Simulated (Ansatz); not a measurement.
# SiC (F-43m): the equilibrium volume

Aim: the volume at which the pressure of SiC (F-43m) vanishes.

Computed with Ansatz 0.2.0 (DFT PBEsol, scalar-relativistic, plane waves, PAW, unless a step's input says otherwise).

3 further runs of the same task are left out: 3 set aside as unsound or not needed. Runs told in other sessions of the task aren't counted.

## (1) The starting structure

Symmetry: F-43m, No. 216, cubic system. Conventional cell: a = 4.354 Å, b = 4.354 Å, c = 4.354 Å, α = 90.00°, β = 90.00°, γ = 90.00°. Si (site symmetry -43m) is surrounded by 4 C at 1.89 Å. C (site symmetry -43m) is surrounded by 4 Si at 1.89 Å.

Coordinates:

```xyz
2
Lattice="0.0000 2.1770 2.1770 2.1770 0.0000 2.1770 2.1770 2.1770 0.0000" Properties=species:S:1:pos:R:3 pbc="T T T"
Si    1.0885    1.0885    1.0885
C     0.0000    0.0000    0.0000
```

## (2) At the starting volume (PBEsol, 8×8×8 mesh)

The input, input.yaml:

```yaml
crystal:
  lattice:
    - [0.0, 2.1769966238, 2.1769966238]
    - [2.1769966238, 0.0, 2.1769966238]
    - [2.1769966238, 2.1769966238, 0.0]
  atoms:
    - { symbol: Si, position: [0.25, 0.25, 0.25] }
    - { symbol: C, position: [0.0, 0.0, 0.0] }
basis:
  ecutwfc: 420
kpoints:
  mp_grid: { grid: [8, 8, 8] }
hamiltonian:
  xc: pbesol
scf:
  occupations: { method: gaussian, width: 0.1 }
output:
  forces: true
  stress: true
  eigenvalues: true
```

Started as:

```
ansatz run input.yaml --threads 8 --pin off --max-ram 16384MiB --backend cpu --events-out ev --progress --plain --runs-dir out
```

After this run come: Full relaxation.

What does the calculation give? Wanted: volume; pressure; conventional cell; gap on the mesh.

The runs gave:

| quantity | value |
| --- | --- |
| volume | 10.337 Å³/atom |
| pressure | 0.01 GPa |
| conventional cell | a = 4.357 Å, b = 4.357 Å, c = 4.357 Å, α = 90.00°, β = 90.00°, γ = 90.00° |
| gap on the mesh | 1.24 eV |

**Reading.** The volume stayed near 10.34 Å³/atom, where the pressure is zero within 0.01 GPa.

These are semilocal Kohn-Sham gaps, which aren't the measured quantity. Such gaps usually fall short of the measured ones.
